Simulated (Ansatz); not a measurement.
The system is Au.

```xyz
1
Lattice="0.0000 2.0350 2.0350 2.0350 0.0000 2.0350 2.0350 2.0350 0.0000" Properties=species:S:1:pos:R:3 pbc="T T T"
Au    0.0000    0.0000    0.0000
```

- Program: Ansatz 0.2.0
- Task: relaxation of cell and atoms
- Functional: revPBE
- Potentials or basis: Ansatz PAW
- Cutoff: 420 eV (not typed: the program's choice for these potentials)
- k mesh: 11 × 11 × 11
- Occupations: fermi-dirac, width 0.05 eV
- Spin: no spin polarisation

At the start: volume 16.85 Å³/atom.

How do energy, volume and symmetry change on relaxing?

It ends after 6 steps and the volume is 18.33 Å³/atom (+8.8 %); space group Fm-3m (No. 225, to 0.05 Å).

Step by step:
```tsv
step	energy change (eV)	largest force (eV/Å)	volume (Å³)
1	0.0000	0.0000	16.85
2	-0.0332	0.0000	19.44
3	-0.0558	0.0000	18.55
4	-0.0569	0.0000	18.30
5	-0.0569	0.0000	18.33
6	-0.0574	0.0000	18.33
```

Final structure:
```xyz
1
Lattice="0.0000 2.0927 2.0927 2.0927 0.0000 2.0927 2.0927 2.0927 0.0000" Properties=species:S:1:pos:R:3 pbc="T T T"
Au    0.0000    0.0000    0.0000
```

Caveat: the plane-wave basis is chosen anew once the cell has moved, so the energies of steps on either side of that aren't comparable; the PAW data sets come from PBE, with cores solved anew for the run's functional, which leaves a small shift of forces and pressure.
